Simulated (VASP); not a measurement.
# C (P4/mmm) in VASP: reference runs, part 2 of 2

VASP 6.6.1. The steps go on from the part before.

## Step 3: Single point, PBE (atoms moved at random, drawn with an rms of 0.05 Å)

The input, INCAR:

```
PREC = Accurate ; ENCUT = 520
EDIFF = 1E-7 ; ISMEAR = -1
SIGMA = 0.05 ; LREAL = F
LASPH = T ; NELM = 80
ALGO = Normal ; ISIF = 2
LWAVE = F ; LCHARG = F
GGA = PE ; NBANDS = 16
```

The input, KPOINTS:

```
regular mesh
0
Gamma
  8 8 6
```

The input, POSCAR:

```
C
1.0
    3.4446200000      0.0000000000      0.0000000000
    0.0000000000      3.4446200000      0.0000000000
    0.0000000000      0.0000000000      4.4370200000
C
4
Direct
    0.1914060000      0.4918710000      0.0052640000
    0.7982910000      0.5125930000      0.0028510000
    0.5021690000      0.1870080000      0.0072890000
    0.5058140000      0.8048730000     -0.0054260000
```

Potentials or basis: VASP PAW PBE potentials, release 64 (C).

On the command line:

```sh
$ cat potpaw_PBE.64/C/POTCAR > POTCAR
$ mpirun -np 1 vasp_std > vasp.out
```

OUTCAR:

```text
PREC = Accurate
   ENCUT = 520
   EDIFF = 1E-7
   ISMEAR = -1
   LREAL = F
   LASPH = T
   NELM = 80
   ISIF = 2
   GGA = PE

 ion  position               nearest neighbor table
   1  0.191  0.492  0.005-   2 1.36   3 1.50   4 1.53
   2  0.798  0.513  0.003-   1 1.36   4 1.42   3 1.52
   3  0.502  0.187  0.007-   4 1.32   1 1.50   2 1.52
   4  0.506  0.805  0.995-   3 1.32   2 1.42   1 1.53

  LATTYP: Found a simple tetragonal cell.
 ALAT       =     3.4446200000
 C/A-ratio  =     1.2881014452

  Lattice vectors:

 A1 = (   3.4446200000,   0.0000000000,   0.0000000000)
 A2 = (   0.0000000000,   3.4446200000,   0.0000000000)
 A3 = (   0.0000000000,   0.0000000000,   4.4370200000)

Analysis of symmetry for initial positions (statically):
=====================================================================
 Subroutine PRICEL returns:
 Original cell was already a primitive cell.

 Routine SETGRP: Setting up the symmetry group for a
 simple tetragonal supercell.

 Subroutine GETGRP returns: Found  1 space group operations
 (whereof  1 operations were pure point group operations)
 out of a pool of 16 trial point group operations.

The static configuration has the point symmetry C_1 .

Analysis of symmetry for dynamics (positions and initial velocities):
=====================================================================
 Subroutine PRICEL returns:
 Original cell was already a primitive cell.

 Routine SETGRP: Setting up the symmetry group for a
 simple tetragonal supercell.

 Subroutine GETGRP returns: Found  1 space group operations
 (whereof  1 operations were pure point group operations)
 out of a pool of 16 trial point group operations.

The dynamic configuration has the point symmetry C_1 .

 Subroutine INISYM returns: Found  1 space group operations
 (whereof  1 operations are pure point group operations),
 and found     1 'primitive' translations

----------------------------------------------------------------------------------------

                                     Primitive cell

  volume of cell :      52.6470

  direct lattice vectors                    reciprocal lattice vectors
     3.444620000  0.000000000  0.000000000     0.290307784  0.000000000  0.000000000
     0.000000000  3.444620000  0.000000000     0.000000000  0.290307784  0.000000000
     0.000000000  0.000000000  4.437020000     0.000000000  0.000000000  0.225376491

  length of vectors
     3.444620000  3.444620000  4.437020000     0.290307784  0.290307784  0.225376491

  position of ions in fractional coordinates (direct lattice)
     0.191406000  0.491871000  0.005264000
     0.798291000  0.512593000  0.002851000
     0.502169000  0.187008000  0.007289000
     0.505814000  0.804873000  0.994574000

  ion indices of the primitive-cell ions
   primitive index   ion index
                 1           1
                 2           2
                 3           3
                 4           4

----------------------------------------------------------------------------------------

 KPOINTS: regular mesh

Automatic generation of k-mesh.
 Grid dimensions read from file:
 generate k-points for:    8    8    6

 Generating k-lattice:

  Cartesian coordinates                     Fractional coordinates (reciprocal lattice)
     0.036288473  0.000000000  0.000000000     0.125000000  0.000000000  0.000000000
     0.000000000  0.036288473  0.000000000     0.000000000  0.125000000  0.000000000
     0.000000000  0.000000000  0.037562749     0.000000000  0.000000000  0.166666667

  Length of vectors
     0.036288473  0.036288473  0.037562749

  Shift w.r.t. Gamma in fractional coordinates (k-lattice)
     0.000000000  0.000000000  0.000000000

 Subroutine IBZKPT returns following result:
 ===========================================

 Found    196 irreducible k-points:

 Following reciprocal coordinates:
            Coordinates               Weight
  0.000000  0.000000  0.000000      1.000000
  0.125000  0.000000  0.000000      2.000000
  0.000000  0.125000  0.000000      2.000000
  0.250000  0.000000  0.000000      2.000000
  0.000000  0.250000  0.000000      2.000000
  0.375000  0.000000  0.000000      2.000000
[... 16 lines left out ...]
 -0.250000  0.250000  0.000000      2.000000
  0.375000  0.250000  0.000000      2.000000
 [... further k-points ...]
   k-points           NKPTS =    196   k-points in BZ     NKDIM =    196   number of bands    NBANDS=     16
   number of dos      NEDOS =    301   number of ions     NIONS =      4
   total plane-waves  NPLWV =  28224
   dimension x,y,z NGX =    28 NGY =   28 NGZ =   36
   dimension x,y,z NGXF=    56 NGYF=   56 NGZF=   72
   ions per type =               4
   NGX,Y,Z   is equivalent  to a cutoff of  13.51, 13.51, 13.49 a.u.
   NGXF,Y,Z  is equivalent  to a cutoff of  27.03, 27.03, 26.98 a.u.
 SYSTEM =  unknown system
   PREC   = accura    normal or accurate (medium, high low for compatibility)
   ISTART =      0    job   : 0-new  1-cont  2-samecut
   ICHARG =      2    charge: 1-file 2-atom 10-const
   ISPIN  =      1    spin polarized calculation?
   LNONCOLLINEAR =      F non collinear calculations
   LSORBIT =      F    spin-orbit coupling
   LASPH  =      T    aspherical Exc in radial PAW
   ENCUT  =  520.0 eV  38.22 Ry    6.18 a.u.   6.40  6.40  8.25*2*pi/ulx,y,z
   NELM   =     80;   NELMIN=  2; NELMDL= -5     # of ELM steps
   EDIFF  = 0.1E-06   stopping-criterion for ELM
   LREAL  =      F    real-space projection
   EDIFFG = 0.1E-05   stopping-criterion for IOM
   NSW    =      0    number of steps for IOM
   IBRION =     -1    ionic relax: 0-MD 1-quasi-New 2-CG
   NFREE  =      0    steps in history (QN), initial steepest desc. (CG)
   ISIF   =      2    stress and relaxation
   ISYM   =      2    0-nonsym 1-usesym 2-fastsym
   POTIM  = 0.5000    time-step for ionic-motion
   TEBEG  =    0.0;   TEEND  =   0.0 temperature during run
   PSTRESS=    0.0 pullay stress
   NELECT =      16.0000    total number of electrons
   NUPDOWN=      -1.0000    fix difference up-down
   EMIN   =  10.00;   EMAX   =-10.00  energy-range for DOS
   EFERMI =   0.00;   METHOD = LEGACY
   ISMEAR =    -1;   SIGMA  =   0.05  broadening in eV -4-tet -1-fermi 0-gaus
   EFERMI_NEDOS =   21; number of points for ismear=-14 and -15
   IALGO  =     38    algorithm
   IMIX   =      4    mixing-type and parameters
     AMIX     =   0.40;   BMIX     =  1.00
     AMIX_MAG =   1.60;   BMIX_MAG =  1.00
  volume/ion in A,a.u.               =      13.16        88.82
  Fermi-wavevector in a.u.,A,eV,Ry     =   1.100669  2.079963 16.483087  1.211473
  Thomas-Fermi vector in A             =   2.237084
   LORBIT       =      0    0 simple, 1 ext, 2 COOP (PROOUT), +10 PAW based schemes
   GGA     = PE    functional components
   LHFCALC =     F    Hartree Fock is set to
   AEXX    =    0.0000 exact exchange contribution
   IVDW    =     0    specifies the selected vdW correction
   LEPSILON=     F    determine dielectric tensor
   LRPA    =     F    only Hartree local field effects (RPA)
 non-spin polarized calculation
  energy-cutoff  :      520.00
  volume of cell :       52.65
 maximum number of plane-waves:      1439
 NGX is ok and might be reduce to    28
   NGX = 13   NGY = 13   NGZ = 17

 number of electron      15.9999999 magnetization

 Free energy of the ion-electron system (eV)
  ---------------------------------------------------
  ext. energy  EPLUGINS =         0.00000000
  ---------------------------------------------------
  free energy    TOTEN  =       -34.65133614 eV

  energy without entropy =      -34.65002627  energy(sigma->0) =      -34.65068121

 E-fermi :   1.2699     XC(G=0):  -7.9671

 val. band max:        1.2150578316   @ k =  -0.3750   0.3750   0.0000
 cond. band min:       1.3381862417   @ k =  -0.1250   0.1250   0.5000
 fundamental gap:      0.1231284101
 Fermi energy:         1.2698533799

 k-point     1 :       0.0000    0.0000    0.0000
  band No.  band energies     occupation
      1     -17.4908      2.00000
      2     -10.2670      2.00000
      3      -9.1496      2.00000
      4      -8.0946      2.00000
      5      -7.2119      2.00000
      6      -5.3757      2.00000
[... 433 lines left out ...]
      3     -11.6899      2.00000
      4      -6.1093      2.00000
      5      -3.9112      2.00000
      6      -3.5479      2.00000
[... 8 lines left out ...]
     15      12.3974      0.00000
     16      13.3657      0.00000

 [... further k-points ...]

------------------------ aborting loop because EDIFF is reached ----------------------------------------

  FORCE on cell =-STRESS in cart. coord.  units (eV):
  Direction    XX          YY          ZZ          XY          YZ          ZX
  --------------------------------------------------------------------------------------
  -------------------------------------------------------------------------------------
  Total       -0.1723112      1.1946825     -0.0360905     -1.6268748      0.2142818      0.0714843
  in kB       -5.2438487     36.3570848     -1.0983218    -49.5097447      6.5211153      2.1754407
  external PRESSURE =      10.0049714 kB  Pullay stress =       0.0000000 kB

 VOLUME and BASIS-vectors are now :
 -----------------------------------------------------------------------------
  energy-cutoff  :      520.00
  volume of cell :       52.65
      direct lattice vectors                 reciprocal lattice vectors
     3.444620000  0.000000000  0.000000000     0.290307784  0.000000000  0.000000000
     0.000000000  3.444620000  0.000000000     0.000000000  0.290307784  0.000000000
     0.000000000  0.000000000  4.437020000     0.000000000  0.000000000  0.225376491

 POSITION                                       TOTAL-FORCE (eV/Angst)
 -----------------------------------------------------------------------------------
      0.65932      1.69431      0.02336         2.235089      0.934303     -0.240908
      2.74981      1.76569      0.01265        -0.304711     -2.439903     -0.048120
      1.72978      0.64417      0.03234        -0.411826      4.604928     -0.203069
      1.74234      2.77248      4.41294        -1.518553     -3.099328      0.492097
 -----------------------------------------------------------------------------------
    total drift:                                0.000129     -0.000080      0.000014

  FREE ENERGIE OF THE ION-ELECTRON SYSTEM (eV)
  ---------------------------------------------------
  free  energy   TOTEN  =       -34.6513361376 eV

  energy  without entropy=      -34.6500262729  energy(sigma->0) =      -34.65068121
```

OSZICAR:

```text
N       E                     dE             d eps       ncg     rms          rms(c)
DAV:   1     0.519745049393E+02    0.51975E+02   -0.74613E+03  6280   0.877E+02
DAV:   2    -0.329699644830E+02   -0.84944E+02   -0.76639E+02  8720   0.194E+02
DAV:   3    -0.371343669104E+02   -0.41644E+01   -0.41343E+01  8296   0.424E+01
DAV:   4    -0.371840226417E+02   -0.49656E-01   -0.49615E-01  8304   0.550E+00
DAV:   5    -0.371851027964E+02   -0.10802E-02   -0.10800E-02  8416   0.764E-01    0.884E+00
DAV:   6    -0.352592414633E+02    0.19259E+01   -0.15079E+00  9000   0.748E+00    0.511E+00
DAV:   7    -0.346359750642E+02    0.62327E+00   -0.16702E+00  9120   0.783E+00    0.151E+00
DAV:   8    -0.346488002278E+02   -0.12825E-01   -0.77189E-02  7304   0.157E+00    0.423E-01
DAV:   9    -0.346508546239E+02   -0.20544E-02   -0.27784E-03  8552   0.390E-01    0.876E-02
DAV:  10    -0.346512766641E+02   -0.42204E-03   -0.36002E-04  7296   0.148E-01    0.326E-02
DAV:  11    -0.346513316014E+02   -0.54937E-04   -0.56360E-05  8112   0.589E-02    0.124E-02
DAV:  12    -0.346513359629E+02   -0.43615E-05   -0.97809E-06  7968   0.238E-02    0.287E-03
DAV:  13    -0.346513361077E+02   -0.14473E-06   -0.62134E-07  8496   0.589E-03    0.107E-03
DAV:  14    -0.346513361376E+02   -0.29906E-07   -0.70034E-08  6360   0.226E-03
   1 F= -.34651336E+02 E0= -.34650681E+02  d E =-.130986E-02
```

Run time: 58 s. Hardware: 1 thread of Intel Xeon 6975P-C (Granite Rapids), shared host; peak memory 0.24 GiB.

What came out:

```yaml
Free_energy: -34.6513 eV
Pressure: 1.0 GPa
Largest_force: 4.628 eV/Å
Band_gap_on_the_k_mesh: none (metal or under the smearing width)
```

Forces on the atoms (eV/Å):
```
C    2.235  0.934 -0.241
C   -0.305 -2.440 -0.048
C   -0.412  4.605 -0.203
C   -1.519 -3.099  0.492
```

Stress tensor (GPa, compression positive):
```
-0.52 -4.95  0.22
-4.95  3.64  0.65
 0.22  0.65 -0.11
```
